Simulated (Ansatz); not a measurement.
# Titanium, hcp under revPBE: from relaxation to bulk modulus, part 2 of 2

The plan for titanium in the hcp structure: relax it, solve it on a dense k-mesh, switch on spin-orbit coupling, then scale the cell to 7 volumes from 88 to 112 % of the relaxed one and try a fit of the equation of state. The k-meshes are 12×12×7 for the relaxation; 20×20×11 for the dense run; 12×12×7 for spin-orbit coupling; 20×20×11 for the volumes. The starting cell is the deposited one, from the Crystallography Open Database.

Ansatz 0.2.0; DFT, revPBE, plane waves (420 eV) with PAW, scalar-relativistic. Earlier steps stand in the parts before.

### 6 Equation of state: 92 %

The input, input.yaml:

```yaml
crystal:
  lattice:
    - [2.8787959646, 0.0, 0.0]
    - [-1.4393979823, 2.4931104376, 0.0]
    - [0.0, 0.0, 4.5598132106]
  atoms:
    - { symbol: Ti, position: [0.3333333333, 0.6666666667, 0.25] }
    - { symbol: Ti, position: [0.6666666667, 0.3333333333, 0.75] }
hamiltonian:
  xc: revpbe
  pseudopotentials:
    kind: paw
    azcp:
      Ti: "pseudopotentials/Ti.paw.azcp"
basis:
  ecutwfc: 420
  fft_grid_basis: typed
kpoints:
  mp_grid: { grid: [20, 20, 11], shift: [0, 0, 0] }
magnetization:
  spin_polarized: false
scf:
  occupations: { method: fermi_dirac, width: 0.1 }
output:
  stress: true
```

The log of the run, shortened:

```text
[...]
Pseudopotentials: kind: paw
Pseudopotential: Ti, paw, valence charge 12, recommended cutoff 420 eV (normal), <dir>
Functional definition: revPBE
[...]
Crystal: 2 atoms, lattice volume = 32.726 Å³
Basis set: ecut = 420 eV, 627 PW (Γ)
Bands: 16, of which v1, the nominal top of the filled ones, is band 12 counted from 1 (11 counted from 0)
Symmetry: 24 space group operations
Space group: P63/mmc (ITA 194), of the structure as read, at distance tolerance 3.2e-5 Å
k-points: 264 of 4400
[...]
SCF iter   1: F=—  HF=-5005.528034 eV  |F-HF|=—  |Δ(HF+E_count)|=         —  Δρ=4.96e-3  dr2=3.62e-3  ethr=1.77e-3  ⟨swp⟩=3.5  Hψ=16957  notcnv=0
[...]
SCF iter   6: F=-5005.528363 eV  HF=-5005.528363 eV  |F-HF|=1.41e-10  |Δ(HF+E_count)|=   1.10e-8  Δρ=9.67e-7  dr2=8.42e-11  ethr=9.54e-11  ⟨swp⟩=1.4  Hψ=13529  notcnv=0
[...]
SCF converged after 6 iterations
Free energy (F): -5005.528363 eV
[...]
E sigma→0 (E₀):  -5005.492921 eV
Entropy (-TS):   -0.070885 eV (-35.442 meV/atom)
Fermi energy:    14.410886 eV
[...]
--- Stress (GPa, compression-positive) ---
       10.197739       0.000000       0.000000
       -0.000000      10.197739       0.000000
        0.000000       0.000000      10.358863
  P = ⅓ Tr σ = 10.2514 GPa (102.514 kbar)
```

It took 10 s on 1 thread of an x86-64 CPU, shared host; peak memory 0.61 GiB.

### 7 Equation of state: 96 %

input.yaml: that of step 6 with these lines changed.

```diff
@@ -2,5 +2,5 @@
   lattice:
-    - [2.8787959646, 0.0, 0.0]
-    - [-1.4393979823, 2.4931104376, 0.0]
-    - [0.0, 0.0, 4.5598132106]
+    - [2.9199271783, 0.0, 0.0]
+    - [-1.4599635891, 2.5287311136, 0.0]
+    - [0.0, 0.0, 4.6249622013]
   atoms:
```

The log of the run, shortened:

```text
[...]
[... 3 set-up lines as earlier in the session ...]
[...]
Crystal: 2 atoms, lattice volume = 34.149 Å³
Basis set: ecut = 420 eV, 687 PW (Γ)
Bands: 16, of which v1, the nominal top of the filled ones, is band 12 counted from 1 (11 counted from 0)
[... 2 set-up lines as earlier in the session ...]
k-points: 264 of 4400
[...]
SCF iter   1: F=—  HF=-5005.593461 eV  |F-HF|=—  |Δ(HF+E_count)|=         —  Δρ=4.59e-3  dr2=3.29e-3  ethr=1.77e-3  ⟨swp⟩=4.4  Hψ=39303  notcnv=0
[...]
SCF iter   6: F=-5005.593754 eV  HF=-5005.593754 eV  |F-HF|=4.09e-11  |Δ(HF+E_count)|=   6.02e-9  Δρ=4.93e-7  dr2=2.05e-11  ethr=2.22e-11  ⟨swp⟩=1.9  Hψ=14643  notcnv=0
[...]
SCF converged after 6 iterations
Free energy (F): -5005.593754 eV
[...]
E sigma→0 (E₀):  -5005.556579 eV
Entropy (-TS):   -0.074351 eV (-37.175 meV/atom)
Fermi energy:    13.717281 eV
[...]
--- Stress (GPa, compression-positive) ---
        4.628495      -0.000000       0.000000
       -0.000000       4.628495       0.000000
        0.000000       0.000000       4.685447
  P = ⅓ Tr σ = 4.6475 GPa (46.475 kbar)
```

Wall time 11 s (1 thread of an x86-64 CPU, shared host); peak memory 0.62 GiB.

### 8 Equation of state: 100 %

input.yaml: that of step 7 with these lines changed.

```diff
@@ -2,5 +2,5 @@
   lattice:
-    - [2.9199271783, 0.0, 0.0]
-    - [-1.4599635891, 2.5287311136, 0.0]
-    - [0.0, 0.0, 4.6249622013]
+    - [2.9599311518, 0.0, 0.0]
+    - [-1.4799655759, 2.5633755709, 0.0]
+    - [0.0, 0.0, 4.6883257217]
   atoms:
```

The log of the run, shortened:

```text
[...]
[... 3 set-up lines as earlier in the session ...]
[...]
Crystal: 2 atoms, lattice volume = 35.572 Å³
Basis set: ecut = 420 eV, 687 PW (Γ)
Bands: 16, of which v1, the nominal top of the filled ones, is band 12 counted from 1 (11 counted from 0)
[... 2 set-up lines as earlier in the session ...]
k-points: 264 of 4400
[...]
SCF iter   1: F=—  HF=-5005.613410 eV  |F-HF|=—  |Δ(HF+E_count)|=         —  Δρ=4.39e-3  dr2=3.24e-3  ethr=1.77e-3  ⟨swp⟩=4.3  Hψ=39367  notcnv=0
[...]
SCF iter   6: F=-5005.613708 eV  HF=-5005.613708 eV  |F-HF|=3.27e-11  |Δ(HF+E_count)|=   5.76e-9  Δρ=4.30e-7  dr2=1.71e-11  ethr=2.25e-11  ⟨swp⟩=1.9  Hψ=14687  notcnv=0
[...]
SCF converged after 6 iterations
Free energy (F): -5005.613708 eV
[...]
E sigma→0 (E₀):  -5005.574677 eV
Entropy (-TS):   -0.078062 eV (-39.031 meV/atom)
Fermi energy:    13.075890 eV
[...]
--- Stress (GPa, compression-positive) ---
       -0.005599      -0.000000       0.000000
        0.000000      -0.005599       0.000000
        0.000000       0.000000      -0.019800
  P = ⅓ Tr σ = -0.0103 GPa (-0.103 kbar)
```

Wall time 10 s (1 thread of an x86-64 CPU, shared host); peak memory 0.63 GiB.

### 9 Equation of state: 104 %

input.yaml: that of step 8 with these lines changed.

```diff
@@ -2,5 +2,5 @@
   lattice:
-    - [2.9599311518, 0.0, 0.0]
-    - [-1.4799655759, 2.5633755709, 0.0]
-    - [0.0, 0.0, 4.6883257217]
+    - [2.9988820811, 0.0, 0.0]
+    - [-1.4994410405, 2.5971080652, 0.0]
+    - [0.0, 0.0, 4.7500212931]
   atoms:
```

The log of the run, shortened:

```text
[...]
[... 3 set-up lines as earlier in the session ...]
[...]
Crystal: 2 atoms, lattice volume = 36.995 Å³
Basis set: ecut = 420 eV, 711 PW (Γ)
Bands: 16, of which v1, the nominal top of the filled ones, is band 12 counted from 1 (11 counted from 0)
[... 2 set-up lines as earlier in the session ...]
k-points: 264 of 4400
[...]
SCF iter   1: F=—  HF=-5005.595671 eV  |F-HF|=—  |Δ(HF+E_count)|=         —  Δρ=4.34e-3  dr2=3.51e-3  ethr=1.77e-3  ⟨swp⟩=4.4  Hψ=39396  notcnv=0
[...]
SCF iter   6: F=-5005.595900 eV  HF=-5005.595900 eV  |F-HF|=2.73e-11  |Δ(HF+E_count)|=   5.90e-9  Δρ=3.79e-7  dr2=1.76e-11  ethr=2.39e-11  ⟨swp⟩=1.9  Hψ=14804  notcnv=0
[...]
SCF converged after 6 iterations
Free energy (F): -5005.595900 eV
[...]
E sigma→0 (E₀):  -5005.554892 eV
Entropy (-TS):   -0.082016 eV (-41.008 meV/atom)
Fermi energy:    12.480987 eV
[...]
--- Stress (GPa, compression-positive) ---
       -3.858930      -0.000000       0.000000
        0.000000      -3.858930       0.000000
        0.000000       0.000000      -3.922452
  P = ⅓ Tr σ = -3.8801 GPa (-38.801 kbar)
```

Wall time 13 s (1 thread of an x86-64 CPU, shared host); peak memory 0.64 GiB.

### 10 Equation of state: 108 %

input.yaml: that of step 9 with these lines changed.

```diff
@@ -2,5 +2,5 @@
   lattice:
-    - [2.9988820811, 0.0, 0.0]
-    - [-1.4994410405, 2.5971080652, 0.0]
-    - [0.0, 0.0, 4.7500212931]
+    - [3.036846644, 0.0, 0.0]
+    - [-1.518423322, 2.6299863411, 0.0]
+    - [0.0, 0.0, 4.8101545286]
   atoms:
```

The log of the run, shortened:

```text
[...]
[... 3 set-up lines as earlier in the session ...]
[...]
Crystal: 2 atoms, lattice volume = 38.418 Å³
Basis set: ecut = 420 eV, 749 PW (Γ)
Bands: 16, of which v1, the nominal top of the filled ones, is band 12 counted from 1 (11 counted from 0)
[... 1 set-up line as earlier in the session ...]
Space group: P63/mmc (ITA 194), of the structure as read, at distance tolerance 3.4e-5 Å
k-points: 264 of 4400
[...]
SCF iter   1: F=—  HF=-5005.546612 eV  |F-HF|=—  |Δ(HF+E_count)|=         —  Δρ=4.34e-3  dr2=4.05e-3  ethr=1.77e-3  ⟨swp⟩=4.4  Hψ=39502  notcnv=0
[...]
SCF iter   6: F=-5005.546737 eV  HF=-5005.546737 eV  |F-HF|=1.82e-11  |Δ(HF+E_count)|=   6.64e-9  Δρ=3.96e-7  dr2=2.32e-11  ethr=3.17e-11  ⟨swp⟩=1.9  Hψ=14846  notcnv=0
[...]
SCF converged after 6 iterations
Free energy (F): -5005.546737 eV
[...]
E sigma→0 (E₀):  -5005.503638 eV
Entropy (-TS):   -0.086200 eV (-43.100 meV/atom)
Fermi energy:    11.927682 eV
[...]
--- Stress (GPa, compression-positive) ---
       -7.058643      -0.000000       0.000000
        0.000000      -7.058643       0.000000
        0.000000       0.000000      -7.156586
  P = ⅓ Tr σ = -7.0913 GPa (-70.913 kbar)
```

Run time: 14 s. Hardware: 1 thread of an x86-64 CPU, shared host; peak memory 0.64 GiB.

### 11 Equation of state: 112 %

input.yaml: that of step 10 with these lines changed.

```diff
@@ -2,5 +2,5 @@
   lattice:
-    - [3.036846644, 0.0, 0.0]
-    - [-1.518423322, 2.6299863411, 0.0]
-    - [0.0, 0.0, 4.8101545286]
+    - [3.0738850095, 0.0, 0.0]
+    - [-1.5369425047, 2.6620625065, 0.0]
+    - [0.0, 0.0, 4.8688207315]
   atoms:
```

The log of the run, shortened:

```text
[...]
[... 3 set-up lines as earlier in the session ...]
[...]
Crystal: 2 atoms, lattice volume = 39.841 Å³
Basis set: ecut = 420 eV, 773 PW (Γ)
Bands: 16, of which v1, the nominal top of the filled ones, is band 12 counted from 1 (11 counted from 0)
[... 2 set-up lines as earlier in the session ...]
k-points: 264 of 4400
[...]
SCF iter   1: F=—  HF=-5005.471608 eV  |F-HF|=—  |Δ(HF+E_count)|=         —  Δρ=4.47e-3  dr2=5.02e-3  ethr=1.77e-3  ⟨swp⟩=4.3  Hψ=39670  notcnv=0
[...]
SCF iter   6: F=-5005.471578 eV  HF=-5005.471578 eV  |F-HF|=6.37e-12  |Δ(HF+E_count)|=   7.07e-9  Δρ=6.20e-7  dr2=7.39e-11  ethr=5.30e-11  ⟨swp⟩=1.2  Hψ=15301  notcnv=0
[...]
SCF converged after 6 iterations
Free energy (F): -5005.471578 eV
[...]
E sigma→0 (E₀):  -5005.426277 eV
Entropy (-TS):   -0.090602 eV (-45.301 meV/atom)
Fermi energy:    11.411764 eV
[...]
--- Stress (GPa, compression-positive) ---
       -9.708883      -0.000000       0.000000
       -0.000000      -9.708883       0.000000
        0.000000      -0.000000      -9.833722
  P = ⅓ Tr σ = -9.7505 GPa (-97.505 kbar)
```

It took 17 s on 1 thread of an x86-64 CPU, shared host; peak memory 0.66 GiB.

### 12 The equation of state

The cell was scaled evenly, with its shape and the fractional positions fixed.

```
V (Å³/atom)  E − E₀ (meV/atom)  P from the stress (GPa)  P from the fit (GPa)
     15.652              100.1                    17.00                 16.85
     16.363               40.9                    10.25                 10.06
     17.075                9.1                     4.65                  4.44
     17.786                0.0                    -0.01                 -0.22
     18.498                9.9                    -3.88                 -4.10
     19.209               35.5                    -7.09                 -7.33
     19.920               74.2                    -9.75                -10.02
```

A third-order Birch-Murnaghan fit gives V₀ = 17.749 Å³/atom, B₀ = 107 GPa and B₀′ = 3.6; it misses no point by more than 0.02 meV/atom.

Fit and stress differ a little: one follows E(σ → 0), the other the smeared free energy.

### 13 Results

This closing draws on all 2 parts.

```
                      quantity                                   value
space group (spins left aside)                      P6_3/mmc (No. 194)
             conventional cell  a = 2.960 Å, c = 4.688 Å (c/a = 1.584)
                        volume                          17.786 Å³/atom
             shortest distance                                 2.901 Å
   against the measured volume                 +0.7 % (17.658 Å³/atom)
               gap on the mesh            none (levels filled in part)
                   V₀, B₀, B₀′            17.749 Å³/atom, 107 GPa, 3.6
```

**Reading.** revPBE puts the volume 0.7 % above the deposited one. The deposited cell holds zero-point motion and, unless taken cold, thermal expansion, so the miss against a static lattice is larger still. No gap shows: it is a metal or semimetal at this level. The total energy of the spin-orbit run (on a coarser mesh) lies -70 meV/atom from the scalar one; mesh and treatment of the core enter this figure, so it is no spin-orbit energy. The fitted modulus is 107 GPa; letting shape and positions relax at each volume could only lower it.
